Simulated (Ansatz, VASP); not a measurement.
# One calculation of Mg, 3 ways

The starting cell:

```xyz
2
Lattice="3.2093 0.0000 0.0000 -1.6046 2.7793 0.0000 0.0000 0.0000 5.2103" Properties=species:S:1:pos:R:3 pbc="T T T"
Mg    1.6047    0.9264    3.9077
Mg    0.0000    1.8529    1.3026
```

Alike in all runs: task relaxation of cell and atoms; functional RPBE; dispersion D4; k mesh 10 × 10 × 5; occupations fermi-dirac, width 0.05 eV; no spin polarisation; no spin-orbit coupling.

```csv
program and potentials,plane-wave cutoff (eV),notes,equilibrium volume (Å³/atom)
"Ansatz, Ansatz PAW",420,"potentials made for PBE, which Ansatz adapts in part; 10 valence electrons an atom on average",23.25
"Ansatz, all-electron LAPW, scalar-relativistic",-,-,23.25
"VASP, PBE PAW files Mg, 600 eV",600,potentials made for PBE; 2 valence electrons an atom on average,23.25
```

All agree on the equilibrium volume. Some sets were made for another functional than the one run, which can shift their rows. Relaxations stop with a little pressure left, so the last digit of a volume isn't settled.

The functional is the same throughout but for its coding, so the spread measures potentials, basis and numerics; runs on potential files found faulty are left out.
